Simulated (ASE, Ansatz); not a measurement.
## C(110) slab, H on both faces (240 atoms): support functions against a reference

Wanted: errors and times of a linear-scaling basis for C(110) slab, H on both faces (240 atoms). A setting counts as converged where the r.m.s. difference of forces stays under 1 % of the r.m.s. force.

Main program and level: Ansatz 0.2.0; Kohn-Sham DFT, PBEsol, PAW (set soft_2), plane waves.

## (1) The structure

The cell holds 240 atoms: 180 C and 60 H. Cell: a = 12.611 Å, b = 10.701 Å, c = 18.086 Å, α = 90.0°, β = 90.0°, γ = 90.0°. It derives from C (diamond-structure). Diamond-structure C (a = 3.567 Å), (110) slab of 6 atomic planes, 5 x 3 surface cells, H on the broken bonds of both faces, 10 Å of vacuum; displaced by a Gaussian of 0.02 Å. Regions: slab, 180 atoms (180 C); hydrogen, 60 atoms (60 H). Vacuum lies along c.

Limits known from the start: Beside vacuum, support functions can miss their usual error bounds without a warning. The Brillouin zone is sampled at Γ only, in a cell whose shortest periodic width is 11 Å.

## (2) Plane-wave single point

This run is the reference for what follows, at a cutoff of 420 eV.

Contents of input.yaml:

```yaml
crystal:
  lattice:
    - [12.61125, 0.0, 0.0]
    - [0.0, 10.701, 0.0]
    - [0.0, 0.0, 18.08559]
  atoms:
    - { symbol: C, position: [0.90005, 0.16548, 0.32467] }
    - { symbol: C, position: [0.00114, 0.08398, 0.32577] }
    - { symbol: C, position: [0.99968, 0.99988, 0.39605] }
    - { symbol: C, position: [0.90261, 0.25105, 0.39557] }
    - { symbol: C, position: [0.89751, 0.16807, 0.46645] }
    - { symbol: C, position: [0.9995, 0.08571, 0.46541] }
    - { symbol: C, position: [0.99882, 0.00189, 0.53484] }
    - { symbol: C, position: [0.89947, 0.24786, 0.53617] }
    - { symbol: C, position: [0.9011, 0.16902, 0.60495] }
    - { symbol: C, position: [0.00054, 0.08319, 0.60414] }
    - { symbol: C, position: [0.00044, 0.99936, 0.67621] }
    - { symbol: C, position: [0.8997, 0.25201, 0.67463] }
    - { symbol: C, position: [0.09938, 0.1684, 0.32621] }
    - { symbol: C, position: [0.20172, 0.08085, 0.32396] }
    - { symbol: C, position: [0.20173, 0.00395, 0.39678] }
    - { symbol: C, position: [0.09924, 0.25122, 0.39523] }
    - { symbol: C, position: [0.10268, 0.16624, 0.4655] }
    - { symbol: C, position: [0.20078, 0.08747, 0.46642] }
    - { symbol: C, position: [0.19857, 0.00147, 0.53631] }
    - { symbol: C, position: [0.1018, 0.25058, 0.53328] }
    - { symbol: C, position: [0.09991, 0.1674, 0.60455] }
    - { symbol: C, position: [0.20129, 0.08344, 0.60406] }
    - { symbol: C, position: [0.19913, 0.99858, 0.67362] }
    - { symbol: C, position: [0.10123, 0.2534, 0.67315] }
    - { symbol: C, position: [0.90258, 0.49776, 0.32417] }
    - { symbol: C, position: [0.99846, 0.41801, 0.32504] }
    - { symbol: C, position: [0.00248, 0.33866, 0.39561] }
    - { symbol: C, position: [0.90075, 0.58478, 0.39819] }
    - { symbol: C, position: [0.89813, 0.49636, 0.46409] }
    - { symbol: C, position: [0.99788, 0.41842, 0.46603] }
    - { symbol: C, position: [0.00266, 0.33319, 0.53434] }
    - { symbol: C, position: [0.89956, 0.58321, 0.5357] }
    [... 202 atom lines left out ...]
    - { symbol: H, position: [0.60005, 0.72686, 0.72349] }
    - { symbol: H, position: [0.49837, 0.85782, 0.72201] }
    - { symbol: H, position: [0.6996, 0.89237, 0.27711] }
    - { symbol: H, position: [0.7997, 0.69421, 0.27839] }
    - { symbol: H, position: [0.7975, 0.72653, 0.7239] }
    - { symbol: H, position: [0.69928, 0.86098, 0.72197] }
kpoints:
  mp_grid: { grid: [1, 1, 1] }
hamiltonian:
  xc: pbesol
scf:
  occupations: { method: fixed }
output:
  forces: true
  populations: true
  dos:
    method: { smearing: { sigma: 0.08 } }
    de: 0.1
    projected:
      site_lists:
        C: [C]
        H: [H]
        hydrogen: [180, 181, 182, 183, 184, 185, 186, 187, 188, 189, 190, 191, 192, 193, 194, 195, 196, 197, 198, 199, 200, 201, 202, 203, 204, 205, 206, 207, 208, 209, 210, 211, 212, 213, 214, 215, 216, 217, 218, 219, 220, 221, 222, 223, 224, 225, 226, 227, 228, 229, 230, 231, 232, 233, 234, 235, 236, 237, 238, 239]
  eigenvalues: true
  write_density: true
  write_potential: true
  volumetric_format: npy
```

Command:

```
$ ansatz run input.yaml --threads 8 --pin off --max-ram 15872MiB --backend cpu --events-out ev --progress --plain --runs-dir out
```

Numbers of over 12 decimals in the logs are rounded to 6 here.

What it wrote:

```text
Engine: ansatz 0.2.0, aarch64-unknown-linux-gnu
Pseudopotentials: kind: paw
Pseudopotential: C, paw, valence charge 4, recommended cutoff 420 eV (normal), C.paw.azcp
Pseudopotential: H, paw, valence charge 1, recommended cutoff 420 eV (normal), H.paw.azcp
[... 3 lines on functional and potentials left out ...]
Crystal: 240 atoms, lattice volume = 2440.704 Å³
Basis set: ecut = 420 eV, 47673 PW (Γ), exchange–correlation on 180×144×250 points (8 copies of the dense FFT grid, shifted against one another)
Bands: 630, of which v1, the nominal top of the filled ones, is band 390 counted from 1 (389 counted from 0)
Symmetry: 1 space group operations
Space group: P1 (ITA 1), of the structure as read, at distance tolerance 1.3e-4 Å
k-points: 1
[... 6 lines on functional and potentials left out ...]
Initial density: superposition of atomic densities (neutral atoms: chi_scale 0, normalization atom), corrected by the library's trained network
Initial wavefunctions: pseudopotential atomic-orbital guess
Functional: x = pbesol(κ = 0.804, μ = 0.123457), c = pbesol(β = 0.046)
SCF iter   1: F=—  HF=-45342.393112 eV  |F-HF|=—  |Δ(HF+E_count)|=         —  Δρ=4.95e-3  dr2=1.97e0  ethr=1.77e-3  ⟨swp⟩=6.0  Hψ=2659  notcnv=0  defer=238
preconditioner: auto → Resta (q_TF=auto, 2.256 Å⁻¹)  ε∞=2.7  [insulator: Δε(μ)=2.621 eV  Ē_g=16.240 eV  n_scr=466 (ndim 8)  ℏωp=21.0 eV  f_vac=0.442  ε∞_Penn≈2.7  vacuum switching on, ρ_ref=1.9e-2 e/Å³]
SCF iter   2: F=—  HF=-45342.068633 eV  |F-HF|=—  |Δ(HF+E_count)|=   3.24e-1  Δρ=3.24e-3  dr2=2.23e-1  ethr=2.53e-4  ⟨swp⟩=2.0  Hψ=780  notcnv=0  defer=238
SCF iter   3: F=—  HF=-45342.061787 eV  |F-HF|=—  |Δ(HF+E_count)|=   6.85e-3  Δρ=1.12e-3  dr2=3.59e-2  ethr=2.86e-5  ⟨swp⟩=3.0  Hψ=740  notcnv=0  defer=238
SCF iter   4: F=—  HF=-45342.066175 eV  |F-HF|=—  |Δ(HF+E_count)|=   4.39e-3  Δρ=2.39e-4  dr2=1.58e-3  ethr=4.60e-6  ⟨swp⟩=4.0  Hψ=792  notcnv=0  defer=238
SCF iter   5: F=—  HF=-45342.067096 eV  |F-HF|=—  |Δ(HF+E_count)|=   9.21e-4  Δρ=9.80e-5  dr2=2.85e-4  ethr=2.03e-7  ⟨swp⟩=3.0  Hψ=779  notcnv=0  defer=238
SCF iter   6: F=—  HF=-45342.067219 eV  |F-HF|=—  |Δ(HF+E_count)|=   1.23e-4  Δρ=2.53e-5  dr2=1.39e-5  ethr=3.65e-8  ⟨swp⟩=3.0  Hψ=773  notcnv=0  defer=238
SCF iter   7: F=—  HF=-45342.067679 eV  |F-HF|=—  |Δ(HF+E_count)|=   4.59e-4  Δρ=7.79e-6  dr2=1.36e-6  ethr=1.78e-9  ⟨swp⟩=2.0  Hψ=1021  notcnv=0  defer=238
SCF iter   8: F=-45342.067679 eV  HF=-45342.067679 eV  |F-HF|=4.13e-8  |Δ(HF+E_count)|=   1.61e-7  Δρ=2.00e-6  dr2=6.96e-8  ethr=1.28e-11  ⟨swp⟩=30.0  Hψ=8260  notcnv=0
SCF 1 converged in 8 iterations: F = -45342.067679 eV  dr2 = 6.96e-8
  greatest PAW one-centre occupation: 0.655 electrons in one spin orbital (limit 2), on the C atom at site 179 (counted from 0), in its partial waves of l = 0
WARN: The output density's exchange-correlation potential varies sharply where the density is thin. Do not read a vacuum level from v_tot or v_xc, or from such a field of the output density. On a cell that repeats whose density bears no net charge and no dipole along the vacuum's axis use v_es (v_loc + v_h of the components); [...]
SCF converged after 8 iterations
Free energy (F): -45342.067679 eV
Harris-Foulkes:  -45342.067679 eV  (|F-HF|=4.13e-8)
Internal energy: -45342.067679 eV  (E = F + TS)
E sigma→0 (E₀):  -45342.067679 eV
Fermi energy:    4.067968 eV
--- Per-component energies (eV) ---
  E_band       = -3567.119785
  E_kinetic    = 17406.000874
  E_local      = -376618.836774  (includes V_loc(G=0)·N_el)
  E_nonlocal   = 4920.285220
  E_hartree    = 181760.224356
  E_xc         = -9234.784739
  E_vxc        = -11526.778684  (∫ρ·V_xc dr)
  E_paw        = -17197.610578  (= ΣΔE_a)
  E_vpaw       = -1268.098327  (= ΣTr[D̂ρ^β])
  E_aug_tail   = -0.080900  (compensation charges beyond the density's cutoff)
  E_ewald      = 153618.936772
  E_core_change = 3.798091  (= ΣΔE_core)
  E_smearing   = -0.000000  (= −TS)
  E_closure    = -0.000000  (closes the sum)
  Σ components = -45342.067679   (vs F -45342.067679, Δ=0.00e0)
--- Forces (eV/Å), atoms counted from 1 ---
  atom   1  C      0.02552236    -0.93798766     1.77231679
  atom   2  C     -0.58360870     1.43341469     1.15377745
  atom   3  C      0.02825800     0.33185961    -1.08328945
  atom   4  C     -1.30569882     0.17618753    -0.31577107
  atom   5  C      1.63226096    -0.25494615    -1.06067234
  atom   6  C      0.24151349    -0.71637527     0.12645627
  atom   7  C      0.16513386    -0.20160914     0.29114771
  atom   8  C      0.16403378     1.68213674    -0.41838290
  atom   9  C     -0.49461688    -1.37104253     0.50526011
  atom  10  C     -0.19344394     0.64978408     1.25719383
  atom  11  C     -1.11912265    -0.17303810    -1.70104209
  atom  12  C      0.16760550     0.04907213    -0.23635132
  atom  13  C      0.44877518    -1.81818233     0.04583990
  atom  14  C     -0.97375670     3.65141330     3.06928034
[...]
atom 239  H      0.08648069     0.14766020     0.65629406
  atom 240  H      0.04299585    -1.48407621     2.16931688
  max |Σ_I F_I| component: 1.02e-4 eV/Å
--- Band table (eV) ---
  k-point 0: bands = ["-16.8688", "-16.1518", "-16.1267", "-15.8867", [... 614 levels ...], "13.6275", "13.6418", "13.6688", "13.6724", "13.6820", "13.7082", "13.7184", "13.7325", "13.7460", "13.7595", "13.7815", "13.8044"]
--- Löwdin populations: 240 sites ---
  site symbol       q [e]
     0      C      4.1326
     1      C      4.1335
     2      C      3.9840
[...]
239      H      0.8208
  spilling = 0.004593 (of n_electrons = 780.000000)
```

It took 44 s on 8 threads of Arm Neoverse V2, shared host; peak memory 3.8 GiB; 5.7 min of CPU time.

The program notes that the exchange-correlation potential is rough where the density is thin.

The run gave:

- free energy: -45342.0677 eV
- free energy per atom: -188.9253 eV/atom
- SCF cycles: 8
- r.m.s. force component: 1.079 eV/Å
- longest force: 4.959 eV/Å
- Fermi energy: 4.068 eV
- gap (highest filled to lowest empty level): 2.195 eV
- potential in mid-vacuum, over the Fermi level: 3.056 eV
- potential 4.5 Å over the upper face: 3.057 eV
- potential 4.5 Å under the lower face: 3.059 eV
- spilling of the projection: 0.004593

Length of the force by element:

| element | coordination | atoms | mean length of the force (eV/Å) | spread | least | most |
| --- | --- | --- | --- | --- | --- | --- |
| C | all | 180 | 1.85 | 0.865 | 0.294 | 4.96 |
| H | all | 60 | 0.962 | 0.745 | 0.104 | 3.44 |

Löwdin charges by element (they lack the spilled electrons, 0.015 e an atom on average):

| element | coordination | atoms | mean charge (e) | spread | least | most |
| --- | --- | --- | --- | --- | --- | --- |
| C | all | 180 | -0.0321 | 0.0675 | -0.148 | 0.0219 |
| H | all | 60 | 0.156 | 0.0115 | 0.131 | 0.179 |

By region:

| region | atoms | mean length of the force (eV/Å) |
| --- | --- | --- |
| slab | 180 | 1.85 |
| hydrogen | 60 | 0.962 |

Density of states as counts of states in windows of 1 eV (from the Fermi level), total and the larger projections:

| from (eV) | to (eV) | total | C p | C s | H s | hydrogen |
| --- | --- | --- | --- | --- | --- | --- |
| -10 | -9 | 31.3 | 21.1 | 8.2 | 1.8 | 1.8 |
| -9 | -8 | 48.3 | 38.8 | 4.7 | 4.4 | 4.4 |
| -8 | -7 | 59.1 | 46.8 | 6.7 | 5.4 | 5.4 |
| -7 | -6 | 61.1 | 51.2 | 5.1 | 4.6 | 4.6 |
| -6 | -5 | 79.0 | 66.8 | 5.1 | 6.8 | 6.8 |
| -5 | -4 | 81.4 | 73.7 | 2.7 | 4.8 | 4.8 |
| -4 | -3 | 64.1 | 58.3 | 1.2 | 4.5 | 4.5 |
| -3 | -2 | 45.5 | 42.2 | 0.9 | 2.3 | 2.3 |
| -2 | -1 | 20.4 | 19.0 | 0.4 | 1.0 | 1.0 |
| -1 | 0 | 8.5 | 7.9 | 0.1 | 0.5 | 0.5 |
| 0 | 1 | 0.8 | 0.8 | 0.0 | 0.0 | 0.0 |
| 1 | 2 | 0.0 | 0.0 | 0.0 | 0.0 | 0.0 |
| 2 | 3 | 9.7 | 1.1 | 0.9 | 2.2 | 2.2 |
| 3 | 4 | 10.6 | 1.4 | 1.1 | 2.3 | 2.3 |
| 4 | 5 | 31.0 | 6.3 | 5.1 | 5.5 | 5.5 |

The curve was stored every 0.10 eV, coarse against its broadening of 0.08 eV, so these counts are rough.

With fixed occupations the program's Fermi level is the highest filled level; weight inside the gap is the broadening of levels at its edges.

Between -21 and -10 eV lie 280 more states.

The levels nearest the highest filled one (over half full), pooled over k-points and spins:

| level less the highest filled one (eV) | occupation |
| --- | --- |
| -1.00 | 2 |
| -0.996 | 2 |
| -0.928 | 2 |
| -0.741 | 2 |
| -0.567 | 2 |
| 0 | 2 |
| 2.19 | 0 |
| 2.22 | 0 |
| 2.95 | 0 |
| 2.97 | 0 |
| 2.99 | 0 |
| 3.00 | 0 |

Planar average of the electrostatic potential energy along the normal, with the Fermi level as zero, after a running mean with a triangular window 4 Å wide at its base:

| height (Å) | potential energy (eV) |
| --- | --- |
| 0.0 | 3.06 |
| 0.6 | 3.06 |
| 1.0 | 3.06 |
| 1.6 | 3.05 |
| 2.0 | 3.04 |
| 2.6 | 2.99 |
| 3.0 | 2.77 |
| 3.6 | 1.95 |
| 4.1 | 0.60 |
| 4.6 | -1.94 |
| 5.1 | -4.21 |
| 5.6 | -7.36 |
| 6.2 | -9.29 |
| 6.7 | -10.24 |
| 7.2 | -10.92 |
| 7.7 | -10.80 |
| 8.2 | -11.03 |
| 8.7 | -11.03 |
| 9.3 | -10.98 |
| 9.7 | -11.13 |
| 10.3 | -10.88 |
| 10.7 | -10.97 |
| 11.3 | -10.57 |
| 11.7 | -9.64 |
| 12.3 | -7.99 |
| 12.9 | -4.98 |
| 13.3 | -2.64 |
| 13.9 | 0.03 |
| 14.3 | 1.59 |
| 14.9 | 2.64 |
| 15.3 | 2.95 |
| 15.9 | 3.05 |
| 16.3 | 3.06 |
| 16.9 | 3.06 |
| 17.4 | 3.06 |
| 17.9 | 3.06 |

Valence density in the cb plane at fractional x = 0.000, with atoms of C and H within 0.2 Å of it. It is the smooth field of the valence electrons, not physical close to the nuclei.

Ten even steps from '0' (0.0 e/Å³) to '9' (1.9 e/Å³), each cell a mean:
```
0000000000000000001377411136752112586310000000000000
0000000000000000000133200012321001232100000000000000
0000000000000000000011000001100000010000000000000000
0000000000000001222100012210001221000000000000000000
0000000000000012575211247631014763100100000000000000
0000000000000025998532489853237996322441000000000000
0000000000000169988777788887778888777961000000000000
0000000000000145333799743369985335899620000000000000
0000000000000001001377411136852112586310000000000000
0000000000000000000133200013321001232100000000000000
0000000000000000000011000000100000010000000000000000
0000000000000001232100012210001221000000000000000000
0000000000000002575211247621014663100000000000000000
0000000000000025898533489963247996322431000000000000
0000000000000169888888887887788888778961000000000000
0000000000000155334799743469985336999620000000000000
0000000000000011111377411137852113686210000000000000
0000000000000000000122100012321001232100000000000000
0000000000000000000011000001100000010000000000000000
0000000000000001222100012210001221000000000000000000
0000000000000002575210247631013663100000000000000000
0000000000000026998533489963347996322441000000000000
0000000000000169888777787887788887777961000000000000
0000000000000145334799843369985335899631000000000000
```
Columns run along c (18.1 Å), rows up along b (10.7 Å). Atoms in or near the plane, at fractional coordinates: C at (0.33, 0.08), C at (0.40, 0.00), C at (0.47, 0.09), C at (0.53, 0.00), C at (0.60, 0.08), C at (0.68, 0.00), C at (0.33, 0.42), C at (0.40, 0.34), C at (0.47, 0.42), C at (0.53, 0.33), C at (0.60, 0.42), C at (0.67, 0.34), C at (0.33, 0.75), C at (0.40, 0.67) and more.

Electrostatic potential energy in the cb plane at fractional x = 0.000, with atoms of C and H within 0.2 Å of it. With pseudopotentials it is smooth inside the atoms' cores, unlike the true potential.

Ten even steps from '0' (-61 eV) to '9' (7 eV), each cell a mean:
```
9999999999999999999732699984259998514899999999999999
9999999999999999999988999998899999888999999999999999
9999999999999999999999999999999999999999999999999999
9999999999999999989999998899999889999999999999999999
9999999999999998535899963489997337999999999999999999
9999999999999997101788830069884005989659999999999999
9999999999999944425744752375466336646438999999999999
9999999999999956989500488860028888200799999999999999
9999999999999999999732699983258998423899999999999999
9999999999999999999988999998789999878999999999999999
9999999999999999999999999999999999999999999999999999
9999999999999999989999998899999889999999999999999999
9999999999999998536899963489997448999999999999999999
9999999999999997001788820069883005989769999999999999
9999999999999845425633652374466236535439999999999999
9999999999999846888500488860038887101789999999999999
9999999999999999999733699973258998424899999999999999
9999999999999999999988999998899999989999999999999999
9999999999999999999999999999999999999999999999999999
9999999999999999989999998999999999999999999999999999
9999999999999998536899963489997448999999999999999999
9999999999999987001788820068884005989758999999999999
9999999999999944425743753374366236635548999999999999
9999999999999956888500488860028888200689999999999999
```
Columns run along c (18.1 Å; values clipped at the 3rd and 97th percentile), rows up along b (10.7 Å). Atoms in or near the plane, at fractional coordinates: C at (0.33, 0.08), C at (0.40, 0.00), C at (0.47, 0.09), C at (0.53, 0.00), C at (0.60, 0.08), C at (0.68, 0.00), C at (0.33, 0.42), C at (0.40, 0.34), C at (0.47, 0.42), C at (0.53, 0.33), C at (0.60, 0.42), C at (0.67, 0.34), C at (0.33, 0.75), C at (0.40, 0.67) and more.

Mean Löwdin charges: C -0.03, H +0.16 e (they miss 0.46 % of the electrons, so they add up to more than the cell's charge). Charges this small depend on the projection, at times even in sign. The potential stands 3.06 eV above the highest filled level over the upper face and 3.06 eV under the lower one, a reading of the ionisation potential at this level on the run's k-points.

## (3) Structure statistics

Bonds and neighbours are counted at the geometry of the runs.

Normalised to the volume that the atoms fill. Pair distribution functions g(r), in bins of 0.1 Å:

| r (Å) | total | C-C | C-H | H-H |
| --- | --- | --- | --- | --- |
| 0.95 | 0.00 | 0.00 | 0.00 | 0.00 |
| 1.05 | 1.31 | 0.00 | 3.49 | 0.00 |
| 1.15 | 0.63 | 0.00 | 1.68 | 0.00 |
| 1.25 | 0.00 | 0.00 | 0.00 | 0.00 |
| 1.35 | 0.00 | 0.00 | 0.00 | 0.00 |
| 1.45 | 0.31 | 0.56 | 0.00 | 0.00 |
| 1.55 | 4.81 | 8.55 | 0.00 | 0.00 |
| 1.65 | 0.12 | 0.20 | 0.00 | 0.00 |
| 1.75 | 0.00 | 0.00 | 0.00 | 0.00 |
| 1.85 | 0.32 | 0.00 | 0.00 | 5.05 |
| 1.95 | 0.32 | 0.00 | 0.00 | 5.04 |
| 2.05 | 0.03 | 0.00 | 0.07 | 0.00 |
| 2.15 | 1.25 | 0.00 | 3.33 | 0.00 |
| 2.25 | 0.18 | 0.00 | 0.49 | 0.00 |
| 2.35 | 0.00 | 0.00 | 0.00 | 0.00 |
| 2.45 | 1.57 | 2.20 | 0.02 | 5.27 |
| 2.55 | 5.11 | 7.30 | 1.64 | 6.32 |
| 2.65 | 0.15 | 0.03 | 0.36 | 0.00 |
| 2.75 | 1.10 | 0.00 | 2.93 | 0.00 |
| 2.85 | 0.14 | 0.18 | 0.11 | 0.00 |
| 2.95 | 3.36 | 5.98 | 0.00 | 0.00 |
| 3.05 | 0.51 | 0.54 | 0.56 | 0.00 |
| 3.15 | 0.03 | 0.00 | 0.08 | 0.00 |
| 3.25 | 0.08 | 0.00 | 0.23 | 0.00 |
| 3.35 | 0.34 | 0.00 | 0.90 | 0.00 |
| 3.45 | 0.50 | 0.02 | 1.29 | 0.05 |
| 3.55 | 1.30 | 1.92 | 0.20 | 2.30 |
| 3.65 | 0.19 | 0.28 | 0.00 | 0.51 |
| 3.75 | 0.00 | 0.00 | 0.00 | 0.00 |
| 3.85 | 1.38 | 2.39 | 0.08 | 0.00 |
| 3.95 | 1.33 | 1.22 | 1.70 | 0.15 |
| 4.05 | 0.19 | 0.00 | 0.16 | 2.08 |
| 4.15 | 0.43 | 0.00 | 1.15 | 0.00 |
| 4.25 | 0.35 | 0.03 | 0.89 | 0.07 |
| 4.35 | 3.33 | 4.73 | 0.94 | 5.02 |
| 4.45 | 0.74 | 0.75 | 0.73 | 0.65 |
| 4.55 | 0.41 | 0.39 | 0.50 | 0.00 |
| 4.65 | 1.82 | 2.78 | 0.67 | 0.00 |
| 4.75 | 0.08 | 0.03 | 0.16 | 0.00 |
| 4.85 | 0.00 | 0.00 | 0.01 | 0.00 |
| 4.95 | 0.52 | 0.12 | 1.18 | 0.10 |
| 5.05 | 1.33 | 1.74 | 0.71 | 1.40 |
| 5.15 | 0.43 | 0.06 | 0.86 | 1.26 |
| 5.25 | 1.69 | 2.64 | 0.56 | 0.04 |

Bonds by pair of elements; cutoffs follow the first minimum of g(r), held within bounds set by covalent radii, and pairs that aren't listed don't count as bonded:

| pair A-B | cutoff (Å) | bonds | mean length (Å) | spread (Å) | shortest (Å) | B about A | A about B |
| --- | --- | --- | --- | --- | --- | --- | --- |
| C-C | 1.85 | 330 | 1.55 | 0.029 | 1.47 | 3.67 | 3.67 |
| C-H | 1.34 | 60 | 1.08 | 0.03 | 1.01 | 0.333 | 1 |

How many atoms have how many bonded neighbours:

| element | mean | 1 | 4 |
| --- | --- | --- | --- |
| C | 4 | 0 | 180 |
| H | 1 | 60 | 0 |

Bond angles, per cent of each kind in bins of 5°:

| angle (°) | C-C-C | C-C-H |
| --- | --- | --- |
| 100–105 | 0.1 | 1.7 |
| 105–110 | 64.9 | 59.4 |
| 110–115 | 35.0 | 38.9 |

Bond angles (no mean is given where the spread exceeds 20°):

| angle | count | mean (°) | spread (°) |
| --- | --- | --- | --- |
| C-C-C | 900 | 109 | 1.6 |
| C-C-H | 180 | 110 | 1.9 |

For some of the pairs, g(r) has its first main peak near 1.55 Å (C-C) and 1.08 Å (C-H). By these cutoffs all C atoms have 4 and all H atoms have 1 bonded neighbour. The C-C-C angle averages 109° with a spread of 1.6°.

(Part 1 of 2 ends here.)

[Logs are printed without paths, hosts, clocks, repeated set-up lines and the standing remarks that a program may print on its own settings, such as how far it seeks lower states.]

[Hosts, paths, dates, database ids (printed as entryN), source tags and the programs' standing remarks are cut or masked in the printed files.]
